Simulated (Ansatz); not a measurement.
# Pb (Fd-3m) in Ansatz: settings compared

Aim: see how the results for Pb move with the level of theory and the settings. Levels: B3LYP, HSE06. Tasks: single point, relaxation of cell and atoms.

All numbers are computed with Ansatz 0.2.0; they aren't measurements. Logs are shortened: lines on timing, memory, paths and dates and some standing lists are left out, and cuts for length are marked.

## Step 1: Starting point

Symmetry: Fd-3m, No. 227, cubic system. The conventional cell has a = 6.878 Å, b = 6.878 Å, c = 6.878 Å, α = 90.00°, β = 90.00°, γ = 90.00°. Pb (site symmetry -43m) is surrounded by 4 Pb at 2.98 Å.

This isn't the form of Pb at room conditions, which is fcc.

## Step 2: Single point, B3LYP

Input file input:

```
crystal:
  lattice:
    - [0.0, 3.4390000555, 3.4390000555]
    - [3.4390000555, 0.0, 3.4390000555]
    - [3.4390000555, 3.4390000555, 0.0]
  atoms:
    - { symbol: Pb, position: [0.25, 0.25, 0.25] }
    - { symbol: Pb, position: [0.0, 0.0, 0.0] }
hamiltonian:
  xc: b3lyp
  pseudopotentials: { kind: paw }
kpoints:
  mp_grid: { grid: [4, 4, 4] }
scf:
  occupations: { method: fermi_dirac, width: 0.05 }
output:
  forces: true
  stress: true
  eigenvalues: true
```

Potentials or basis: Ansatz PAW.

The log of the run:

```text
Warning: output.stress: scf.convergence.dr2_threshold = 1e-7 eV (the SCF's general default) is looser than the 2e-10 eV advised for a printed stress (1e-10 eV for each atom of the cell: 2). What an SCF threshold leaves in a stress goes as its square root, and in the free energy as the threshold itself, and one threshold admits the most on a small cell: of the crystals measured, under no hybrid functional and no lock of the moments, on runs that ended without the residual-converged pass, on stresses that held no estimate of that error, the worst erred by over 100 MPa in a component at 1e-7 eV an atom and by under 5 at 1e-10. Set scf.convergence.dr2_threshold to 2e-10 eV or tighter. The threshold is an SCF's pass mark: one that does not reach it within its budget of iterations ends unconverged, or closes short of it on a stop that the run arms, and scf.convergence.dr2_threshold's page says what that costs each kind of run
Warning: output.stress: scf.exx.energy_threshold = 1e-6 eV is looser than the 2e-8 eV advised for a stress under a hybrid functional (1e-8 eV for each atom of the cell: 2). Every SCF of the exchange loop can meet its threshold on dr2 while the loop round them stops early: no threshold on dr2 bounds what that leaves in the stress. Set scf.exx.energy_threshold to 2e-8 eV or tighter. The threshold is the loop's pass mark: a loop that does not reach it within its budget of cycles ends unconverged, and scf.exx.energy_threshold's page has the law
GPUs: using 1 of 1 available (devices: 1).
Engine: ansatz 0.2.0, x86_64-unknown-linux-gnu
Pseudopotentials: kind: paw
Pseudopotential: Pb, paw, valence charge 14, recommended cutoff 420 eV (normal), Pb.paw.azcp
Functional definition: B3LYP
  parameter a0 = 0.2
  parameter ax = 0.72
  parameter ac = 0.81
  exchange = (1 - a0 - ax)*slater_x + ax*b88_x + a0*exact_x
  correlation = (1 - ac)*vwn_rpa_c + ac*lyp_c
device memory: the entry about to start is reckoned to put 0.8 GiB on a device that reports 63.4 GiB free (of which the cap on the GPU budget leaves the run 18.0 GiB)
GPU FFT provider: cuFFT
GPU libraries: cuBLAS 13.8.2, cuFFT 12.4.0, cuSOLVER 12.3.4
Crystal: 2 atoms, lattice volume = 81.344 Å³
Basis set: ecut = 420 eV, 1639 PW (Γ), exchange–correlation on 72×72×72 points (8 copies of the dense FFT grid, shifted against one another)
Bands: 18, of which v1, the nominal top of the filled ones, is band 14 counted from 1 (13 counted from 0)
Symmetry: 48 space group operations
Space group: Fd-3m (ITA 227), of the structure as read, at distance tolerance 4.3e-5 Å
k-points: 8 of 64
Non-local potential: Pb, projectors of the file, l = 0: 2, l = 1: 2, l = 2: 2, l = 3: 2
PAW form: soft (Blöchl's): semilocal exchange-correlation on the pseudo side does not see the compensation charge
PAW frozen core: Pb, regenerated for the run's functional, and the local potential with it (the file was generated under x = pbe(κ = 0.804, μ = 0.2195149727645171), c = pbe(β = 0.06672455060314922))
PAW one-centre angular grid: Pb, 590 points (default); XC on 64 Gauss nodes
Initial density: superposition of atomic densities (neutral atoms: chi_scale 0, normalization atom), corrected by the library's trained network
Initial wavefunctions: pseudopotential atomic-orbital guess
GPU buffer pool allocated for 46656 grid points (all kernels)
GPU transforms: local potential and band sums: pruned to the plane-wave sphere, on 36×36×36
Functional: x = 0.1 slater + 0.9 b88, c = 0.19 vwn_rpa + 0.81 lyp, warm-up for x = 0.08 slater + 0.72 b88 + 0.2 exact, c = 0.19 vwn_rpa + 0.81 lyp
SCF iter   1: F=—  HF=-23841.370070 eV  |F-HF|=—  |Δ(HF+E_count)|=         —  Δρ=3.73e-3  dr2=6.22e-3  ethr=1.77e-3  ⟨swp⟩=7.5  Hψ=628  notcnv=0
preconditioner: auto → Kerker (q_TF=auto, 2.284 Å⁻¹)  [metal: Δε(μ)=0.127 eV  Ē_g=16.769 eV  σ=0.050 eV  W_gap=0.48  n_scr=14 (ndim 8)  ℏωp=21.8 eV  f_vac=0.119  D(μ)=2.88/eV (n_scr^D=14)]
SCF iter   2: F=—  HF=-23841.369971 eV  |F-HF|=—  |Δ(HF+E_count)|=   9.90e-5  Δρ=2.01e-3  dr2=2.14e-3  ethr=2.22e-5  ⟨swp⟩=5.2  Hψ=395  notcnv=0  defer=5
SCF iter   3: F=—  HF=-23841.369733 eV  |F-HF|=—  |Δ(HF+E_count)|=   2.38e-4  Δρ=3.41e-4  dr2=2.31e-4  ethr=7.66e-6  ⟨swp⟩=2.9  Hψ=267  notcnv=0  defer=1
iter 4 solved again at ethr=6.22e-8 eV; its pass at ethr=8.26e-7 eV (dr2=1.74e-5 eV) is discarded
SCF iter   4: F=—  HF=-23841.369743 eV  |F-HF|=—  |Δ(HF+E_count)|=   9.53e-6  Δρ=9.08e-5  dr2=1.74e-5  ethr=6.22e-8  ⟨swp⟩=3.5  Hψ=601  notcnv=0
SCF iter   5: F=—  HF=-23841.369750 eV  |F-HF|=—  |Δ(HF+E_count)|=   7.01e-6  Δρ=3.02e-5  dr2=1.37e-6  ethr=6.22e-8  ⟨swp⟩=3.1  Hψ=275  notcnv=0
SCF iter   6: F=—  HF=-23841.369751 eV  |F-HF|=—  |Δ(HF+E_count)|=   1.52e-6  Δρ=1.48e-5  dr2=2.16e-7  ethr=4.89e-9  ⟨swp⟩=4.0  Hψ=347  notcnv=0
SCF iter   7: F=—  HF=-23841.369752 eV  |F-HF|=—  |Δ(HF+E_count)|=   3.81e-7  Δρ=7.75e-6  dr2=2.87e-8  ethr=7.73e-10  ⟨swp⟩=4.0  Hψ=376  notcnv=0
SCF iter   8: F=-23841.369752 eV  HF=-23841.369752 eV  |F-HF|=3.37e-9  |Δ(HF+E_count)|=   1.51e-8  Δρ=8.29e-7  dr2=6.60e-10  ethr=1.02e-10  ⟨swp⟩=3.2  Hψ=354  notcnv=0
SCF 1 converged in 8 iterations: F = -23841.369752 eV  dr2 = 6.60e-10
device memory: the entry about to start is reckoned to put 1.4 GiB on a device that reports 62.6 GiB free (of which the cap on the GPU budget leaves the run 18.0 GiB)
GPU FFT provider: cuFFT
GPU libraries: cuBLAS 13.8.2, cuFFT 12.4.0, cuSOLVER 12.3.4
Initial density: handed on by an earlier stage of this run
Initial wavefunctions: those handed on with the density
[... 34 lines left out ...]
GPU transforms: local potential and band sums: pruned to the plane-wave sphere, on 36×36×36
Exchange kernel: α = 0.2000, full range, Wigner–Seitz truncation, v(0) = 10413.1746 eV·Å³, q-mesh 4×4×4, nearest image of the exchange supercell L = 19.45 Å, pair-density grid 20×20×20, without the augmentation charges, whose exchange is taken in its separable form by FFT convolution over the k-point mesh (sized by the pseudopotential files, 27×27×27 at the most), smooth part of the exact exchange by density-matrix convolution in up to 1.82 GiB of GPU memory as planned if the GPU has room (build and FFT work areas not counted)
Frozen-core exchange: fock
iter 1 solved again at ethr=1.68e-5 eV; its pass at ethr=1.00e-1 eV (dr2=4.69e-3 eV) is discarded
SCF iter   1: F=—  HF=-23842.562833 eV  |F-HF|=—  |Δ(HF+E_count)|=         —  Δρ=2.45e-3  dr2=5.30e-3  ethr=1.68e-5  ⟨swp⟩=3.0  Hψ=448  notcnv=0
preconditioner: auto → none  [insulator: Δε(μ)=0.370 eV  Ē_g=18.855 eV  σ=0.050 eV  W_gap=0.87  n_scr=14 (ndim 8)  ℏωp=21.8 eV  f_vac=0.119  D(μ)=1.13/eV (n_scr^D=8)]
SCF iter   2: F=—  HF=-23842.561629 eV  |F-HF|=—  |Δ(HF+E_count)|=   1.20e-3  Δρ=1.24e-3  dr2=1.10e-3  ethr=1.68e-5  ⟨swp⟩=2.0  Hψ=256  notcnv=0
iter 3 solved again at ethr=7.91e-8 eV; its pass at ethr=3.93e-6 eV (dr2=2.21e-5 eV) is discarded
SCF iter   3: F=—  HF=-23842.561486 eV  |F-HF|=—  |Δ(HF+E_count)|=   1.43e-4  Δρ=1.65e-4  dr2=2.54e-5  ethr=7.91e-8  ⟨swp⟩=4.1  Hψ=750  notcnv=0
SCF iter   4: F=—  HF=-23842.561477 eV  |F-HF|=—  |Δ(HF+E_count)|=   9.17e-6  Δρ=6.63e-5  dr2=5.47e-6  ethr=7.91e-8  ⟨swp⟩=3.5  Hψ=304  notcnv=0
SCF iter   5: F=—  HF=-23842.561475 eV  |F-HF|=—  |Δ(HF+E_count)|=   2.35e-6  Δρ=2.08e-5  dr2=3.76e-7  ethr=1.89e-8  ⟨swp⟩=3.0  Hψ=314  notcnv=0
SCF iter   6: F=-23842.561475 eV  HF=-23842.561475 eV  |F-HF|=4.86e-9  |Δ(HF+E_count)|=   1.38e-7  Δρ=3.68e-6  dr2=6.83e-9  ethr=1.31e-9  ⟨swp⟩=4.2  Hψ=407  notcnv=0
SCF 4 converged in 6 iterations: F = -23842.561475 eV  dr2 = 6.83e-9
hybrid outer 1: dexx = +1.103e-4 eV, tail = 1.20e-7 eV
GPU FFT provider: cuFFT
GPU libraries: cuBLAS 13.8.2, cuFFT 12.4.0, cuSOLVER 12.3.4
GPU buffer pool allocated for 46656 grid points (all kernels)
GPU transforms: local potential and band sums: pruned to the plane-wave sphere, on 36×36×36
Exchange kernel: α = 0.2000, full range, Wigner–Seitz truncation, v(0) = 10413.1746 eV·Å³, q-mesh 4×4×4, nearest image of the exchange supercell L = 19.45 Å, pair-density grid 20×20×20, without the augmentation charges, whose exchange is taken in its separable form by FFT convolution over the k-point mesh (sized by the pseudopotential files, 27×27×27 at the most), smooth part of the exact exchange by density-matrix convolution in up to 1.82 GiB of GPU memory as planned if the GPU has room (build and FFT work areas not counted)
Frozen-core exchange: fock
SCF iter   1: F=—  HF=-23842.561475 eV  |F-HF|=—  |Δ(HF+E_count)|=         —  Δρ=4.13e-6  dr2=9.05e-9  ethr=2.14e-9  ⟨swp⟩=5.2  Hψ=367  notcnv=0
preconditioner: auto → none  [insulator: Δε(μ)=0.363 eV  Ē_g=18.840 eV  σ=0.050 eV  W_gap=0.87  n_scr=14 (ndim 8)  ℏωp=21.8 eV  f_vac=0.141  D(μ)=1.14/eV (n_scr^D=8)]
SCF iter   2: F=-23842.561475 eV  HF=-23842.561475 eV  |F-HF|=1.27e-9  |Δ(HF+E_count)|=   2.44e-9  Δρ=2.11e-6  dr2=2.26e-9  ethr=3.20e-11  ⟨swp⟩=4.0  Hψ=386  notcnv=0
SCF 5 converged in 2 iterations: F = -23842.561475 eV  dr2 = 2.26e-9
  Residual-converged pass: ⟨swp⟩=2.9  Hψ=300  notcnv=0  max |occ|·‖R‖ = 2.3e-6 eV (tolerance 2.4e-6 eV)  dr2=2.27e-9  dr2_onsite=3.80e-10  max |Δocc| = 7.4e-14
hybrid outer 2: dexx = +1.254e-9 eV, tail = 5.32e-9 eV, Δε = 1.36e-4 eV (about 3.57e-5 eV left of the loop's levels)
hybrid SCF converged: 2 outer / 8 inner (+0 warm-up), last move |dexx| = 1.25e-9 eV, tail = 5.32e-9 eV
Stability not checked: this state was not tested for a lower state beside it, because the functional holds exact exchange (a hybrid, or Hartree-Fock), whose exchange loop this test does not read (fock_operator; see scf.lower_state_search)
Free energy (F): -23842.561475 eV
Frozen-core exchange: fock
Harris-Foulkes:  -23842.561475 eV  (|F-HF|=1.27e-9)
Internal energy: -23842.551558 eV  (E = F + TS)
E sigma→0 (E₀):  -23842.556516 eV
Entropy (-TS):   -0.009917 eV (-4.959 meV/atom)
Fermi energy:    6.733313 eV
--- Per-component energies (eV) ---
  E_band       = -218.852289
  E_kinetic    = 582.580067
  E_local      = -2735.011748  (includes V_loc(G=0)·N_el)
  E_nonlocal   = 696.619728
  E_hartree    = 1111.635011
  E_xc         = -358.122976
  E_vxc        = -212.178921  (∫ρ·V_xc dr)
  E_exx        = -59.300935  (= α·E_x^exact, valence–valence)
  E_paw        = -20870.858222  (= ΣΔE_a)
  E_vpaw       = -655.529616  (= ΣTr[D̂ρ^β])
  E_aug_tail   = 0.000109  (compensation charges beyond the density's cutoff)
  E_ewald      = -2210.428067
  E_core_change = 0.335476  (= ΣΔE_core)
  E_smearing   = -0.009917  (= −TS)
  E_closure    = 0.000000  (closes the sum)
  Σ components = -23842.561475   (vs F -23842.561475, Δ=0.00e0)
--- Forces (eV/Å), atoms counted from 1 ---
  atom   1  Pb     0.00000000    -0.00000000     0.00000000
  atom   2  Pb     0.00000000     0.00000000    -0.00000000
  max |Σ_I F_I| component: 4.63e-18 eV/Å
--- Stress (GPa, compression-positive) ---
        3.342301       0.000000       0.000000
        0.000000       3.342301       0.000000
       -0.000000       0.000000       3.342301
  P = ⅓ Tr σ = 3.3423 GPa (33.423 kbar)
--- Band table (eV; the first three rows and the last of 8) ---
  k-point 0: bands = ["-11.8345", "-11.8345", "-11.8345", "-11.7555", "-11.7555", "-11.3102", "-11.3102", "-11.3102", "-11.2751", "-11.2751", "-5.2672", "2.9038", "7.7205", "7.7205", "7.7205", "10.1470", "10.1470", "10.1470"]
  k-point 1: bands = ["-11.8726", "-11.8726", "-11.8223", "-11.6961", "-11.6961", "-11.3625", "-11.3625", "-11.3402", "-11.2340", "-11.2340", "-4.7141", "1.0168", "6.6371", "6.6371", "6.9999", "11.0417", "11.0417", "11.7426"]
  k-point 2: bands = ["-11.8866", "-11.8866", "-11.8094", "-11.6678", "-11.6678", "-11.3800", "-11.3800", "-11.3711", "-11.2206", "-11.2206", "-3.7920", "-0.8295", "6.0611", "6.0611", "6.1564", "11.3535", "11.3535", "13.4863"]
  k-point 7: bands = ["-11.9340", "-11.9340", "-11.6497", "-11.6497", "-11.5305", "-11.5305", "-11.4683", "-11.4683", "-11.1606", "-11.1606", "-2.3425", "-2.3425", "4.2555", "4.2555", "10.5317", "10.5317", "12.1840", "12.1840"]
```

Run time: 23 s. Hardware: 1 × NVIDIA H100 80GB HBM3 with 2 threads of AMD EPYC 7R13 (Zen 3), shared host; peak memory 1.5 GiB.

What came out:

* Free energy: -23842.5615 eV
* Pressure: 3.3 GPa
* Band gap on the k mesh: none (metal or under the smearing width)

Caveat: the k mesh is coarse (spacing up to 0.40 Å⁻¹), so the values aren't converged, least of all with exact exchange; the PAW data sets come from PBE, with cores solved anew for the run's functional, which leaves a small shift of forces and pressure; the thresholds are loose for stress. Spin-orbit coupling is left out, which matters for the levels of Pb.

## Step 3: Relaxation of cell and atoms, B3LYP

input, as its differences from that of step 2:

```diff
@@ -19 +19,9 @@
   eigenvalues: true
+  write_density: true
+  write_potential: true
+  elf: true
+  volumetric_format: npy
+relax:
+  f_tol: 0.01
+  max_steps: 40
+  cell: { stress_tol: 0.05 }
```

Potentials or basis: Ansatz PAW.

It took 54 s on 1 × NVIDIA H100 80GB HBM3 with 2 threads of AMD EPYC 7R13 (Zen 3), shared host; peak memory 1.6 GiB.

The run converged. Its results:

```
Free energy                            : -23842.6628 eV
Relaxed volume                         : 45.84 Å³/atom
Relaxed cell                           : a = 5.061 Å, b = 5.061 Å, c = 5.061 Å, α = 60.00°, β = 60.00°, γ = 60.00°
Space group after relaxing (to 0.05 Å) : Fd-3m (No. 227)
Energy gained by relaxing              : 55.6 meV/atom
Ionic steps                            : 5
Pressure after relaxing                : 0.0 GPa
Band gap on the k mesh                 : none (metal or under the smearing width)
```

Step by step:
| step | energy change (eV) | largest force (eV/Å) | volume (Å³) |
| --- | --- | --- | --- |
| 1 | 0.0000 | 0.0000 | 81.34 |
| 2 | -0.1069 | 0.0000 | 93.80 |
| 3 | -0.1104 | 0.0000 | 92.10 |
| 4 | -0.1106 | 0.0000 | 91.69 |
| 5 | -0.1112 | 0.0000 | 91.69 |

Final structure:
```
Pb
1.0
     0.00000    3.57899    3.57899
     3.57899    0.00000    3.57899
     3.57899    3.57899    0.00000
Pb
2
Direct
  0.25000 0.25000 0.25000
  0.00000 0.00000 0.00000
```

Levels at points of the mesh, in eV from the Fermi level:
```tsv
k point	band 12	band 13	band 14	band 15	band 16	band 17
(0.00, 0.00, 0.00)	-4.79	0.86	0.86	0.86	3.10	3.10
(0.00, 0.00, -0.50)	-7.60	-0.84	-0.63	-0.63	4.27	4.27
(0.00, -0.50, -0.50)	-8.99	-1.84	-1.84	1.67	1.67	7.55
```

Caveat: the k mesh is coarse (spacing up to 0.40 Å⁻¹), so the values aren't converged, least of all with exact exchange; the plane-wave basis is chosen anew once the cell has moved, so the energies of steps on either side of that aren't comparable; the PAW data sets come from PBE, with cores solved anew for the run's functional, which leaves a small shift of forces and pressure.

## Step 4: Relaxation of cell and atoms, HSE06

input, as its differences from that of step 3:

```diff
@@ -9,3 +9,3 @@
 hamiltonian:
-  xc: b3lyp
+  xc: hse06
   pseudopotentials: { kind: paw }
@@ -19,6 +19,2 @@
   eigenvalues: true
-  write_density: true
-  write_potential: true
-  elf: true
-  volumetric_format: npy
 relax:
```

It took 46 s on 1 × NVIDIA H100 80GB HBM3 with 2 threads of AMD EPYC 7R13 (Zen 3), shared host; peak memory 1.5 GiB.

Results (log left out):

```
Free energy                            : -23819.4547 eV
Relaxed volume                         : 42.94 Å³/atom
Relaxed cell                           : a = 4.952 Å, b = 4.952 Å, c = 4.952 Å, α = 60.00°, β = 60.00°, γ = 60.00°
Space group after relaxing (to 0.05 Å) : Fd-3m (No. 227)
Energy gained by relaxing              : 10.8 meV/atom
Ionic steps                            : 4
Pressure after relaxing                : 0.0 GPa
Band gap on the k mesh                 : none (metal or under the smearing width)
```

The path:
```
step  energy change (eV)  largest force (eV/Å)  volume (Å³)
   1              0.0000                0.0000        81.34
   2             -0.0211                0.0000        86.37
   3             -0.0214                0.0000        85.89
   4             -0.0217                0.0000        85.89
```

Final structure:
```
Pb
1.0
     0.00000    3.50188    3.50188
     3.50188    0.00000    3.50188
     3.50188    3.50188    0.00000
Pb
2
Cartesian
  1.7509 1.7509 1.7509
  0.0000 0.0000 0.0000
```

Levels at points of the mesh, in eV from the Fermi level:
| k point | band 10 | band 11 | band 12 | band 13 | band 14 | band 15 | band 16 | band 17 | band 18 |
| --- | --- | --- | --- | --- | --- | --- | --- | --- | --- |
| (0.00, 0.00, 0.00) | -18.16 | -11.63 | -3.91 | 0.72 | 0.72 | 0.72 | 3.06 | 3.06 | 3.06 |
| (0.00, 0.00, -0.50) | -18.10 | -10.22 | -7.33 | -0.56 | -0.48 | -0.48 | 4.21 | 4.21 | 6.25 |
| (0.00, -0.50, -0.50) | -18.08 | -8.83 | -8.83 | -1.75 | -1.75 | 1.45 | 1.45 | 7.94 | 7.94 |

Caveat: the k mesh is coarse (spacing up to 0.40 Å⁻¹), so the values aren't converged, least of all with exact exchange; the plane-wave basis is chosen anew once the cell has moved, so the energies of steps on either side of that aren't comparable; the PAW data sets come from PBE, with cores solved anew for the run's functional, which leaves a small shift of forces and pressure.

## Step 5: Overview

| task | level | cell | gap on the mesh (eV) | pressure (GPa) | relaxed volume (Å³/atom) |
| --- | --- | --- | --- | --- | --- |
| single point | B3LYP | as given | none | 3.3 | - |
| relaxation of cell and atoms | B3LYP | relaxed | none | 0.0 | 45.84 |
| relaxation of cell and atoms | HSE06 | relaxed | none | 0.0 | 42.94 |

Alike in all rows: potentials or basis Ansatz PAW; no spin polarisation; k mesh 4 × 4 × 4; cutoff (eV) 420; smearing fermi-dirac 0.05 eV; the mesh is coarse, so values aren't converged.

Caveats: all runs use coarse meshes; the PAW data sets come from PBE, with cores solved anew for the run's functional, which leaves a small shift of forces and pressure; the plane-wave basis is chosen anew once the cell has moved, so the energies of steps on either side of that aren't comparable (some runs); the thresholds are loose for stress (some runs).

Absolute energies hang on the potentials; compare differences alone.
